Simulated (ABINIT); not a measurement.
# Pd in ABINIT: the effect of functional

The system is Pd.

```
Pd
1.0
     0.00000    1.94650    1.94650
     1.94650    0.00000    1.94650
     1.94650    1.94650    0.00000
Pd
1
Direct
  0.00000 0.00000 0.00000
```

Alike in all runs:

* Program: ABINIT 10.8.3 (patched build)
* Task: band structure
* Potentials or basis: JTH PAW PBE v2.0
* Cutoff: 707 eV
* k mesh: 12 × 12 × 12
* Occupations: fermi-dirac, width 0.05 eV
* Spin: no spin polarisation

```tsv
functional	pressure (GPa)
LDA	-9.0
PBEsol	-3.3
RPBE	11.1
BLYP	?
AM05	-4.2
r2SCAN	4.1
SCAN	0.1
revPBE	9.8
PW91	6.5
WC	-1.8
```

Task: What does the run with functional BLYP give?

Result: Pressure 17.8 GPa.

Caveats: the PAW data sets were made with another functional, which shifts forces and pressure a little.

Runs at the PBE level aren't shown here.
